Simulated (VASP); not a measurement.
C: relaxation of the atoms with PBEsol

C, a slab with vacuum:

```
C
1.0
     2.51292    0.00000    0.00000
    -1.25646    2.17625    0.00000
     0.00000    0.00000   22.72011
C
10
Direct
  0.00000 0.00000 0.30810
  0.66667 0.33333 0.33068
  0.66667 0.33333 0.39841
  0.33333 0.66667 0.42098
  0.33333 0.66667 0.48871
  0.00000 0.00000 0.51129
  0.00000 0.00000 0.57902
  0.66667 0.33333 0.60160
  0.66667 0.33333 0.66933
  0.33333 0.66667 0.69190
```

The cell was built by a generator and needn't be a form met in nature.

```
Program                : VASP 6.6.1
Task                   : relaxation of the atoms
Functional             : PBEsol
Potentials or basis    : VASP PAW PBE potentials, release 64 (C)
Cutoff                 : 520 eV
k mesh                 : 12 × 12 × 1
Occupations            : gaussian, width 0.03 eV
Spin                   : no spin polarisation
Dipole correction      : yes
Further INCAR settings : ALGO = Normal; EDIFF = 1e-06; IBRION = 2; EDIFFG = -0.01; NSW = 80
```

| Property | Result |
| --- | --- |
| Energy gained by relaxing | 104.7 meV/atom |
| Ionic steps | 14 |
| Largest force after relaxing | 0.008 eV/Å |
| Band gap on the k mesh | none (metal or under the smearing width) |

Forces on the atoms (eV/Å):
```
C    0.000  0.000  0.008
C    0.000  0.000  0.000
C    0.000  0.000  0.006
C    0.000  0.000  0.002
C    0.000  0.000  0.003
C    0.000  0.000 -0.003
C    0.000  0.000 -0.002
C    0.000  0.000 -0.006
C    0.000  0.000  0.000
C    0.000  0.000 -0.008
```

Step by step:
```
step  energy change (eV)  largest force (eV/Å)  pressure (GPa)
   1              0.0000                4.6295           -1.15
   2             -0.7303                2.0465            1.57
   3             -1.0393                0.3175            0.33
   4             -1.0393                0.3178            0.29
   5             -1.0432                0.3004            0.21
   6             -1.0446                0.1642            0.24
   7             -1.0466                0.0764            0.25
   8             -1.0466                0.0543            0.25
   9             -1.0467                0.0615            0.26
  10             -1.0468                0.0250            0.25
  11             -1.0469                0.0159            0.26
  12             -1.0469                0.0192            0.26
  13             -1.0469                0.0167            0.28
  14             -1.0470                0.0079            0.35
```

Final structure:
```yaml
crystal:
  lattice:
    - [2.51292, 0.00000, 0.00000]
    - [-1.25646, 2.17625, 0.00000]
    - [0.00000, 0.00000, 22.72011]
  atoms:
    - { symbol: C, position: [0.00000, 0.00000, 0.31350] }
    - { symbol: C, position: [0.66667, 0.33333, 0.32507] }
    - { symbol: C, position: [0.66667, 0.33333, 0.39889] }
    - { symbol: C, position: [0.33333, 0.66667, 0.42025] }
    - { symbol: C, position: [0.33333, 0.66667, 0.48882] }
    - { symbol: C, position: [0.00000, 0.00000, 0.51119] }
    - { symbol: C, position: [0.00000, 0.00000, 0.57975] }
    - { symbol: C, position: [0.66667, 0.33333, 0.60111] }
    - { symbol: C, position: [0.66667, 0.33333, 0.67494] }
    - { symbol: C, position: [0.33333, 0.66667, 0.68650] }
```

Levels at points of the mesh, in eV from the Fermi level:
```
           k point  band 18  band 19  band 20  band 21  band 22  band 23
(0.00, 0.00, 0.00)    -2.19    -2.19    -0.10     1.18     4.49     4.52
(0.50, 0.00, 0.00)    -5.16    -5.06    -0.28    -0.19     3.05     3.61
```

It took 10 min on 1 thread of Intel(R) Xeon(R) Platinum 8488C (Sapphire Rapids) (shared host), peak memory 0.25 GiB.

Caveat: the PAW data sets were made with another functional, which shifts forces and pressure a little.
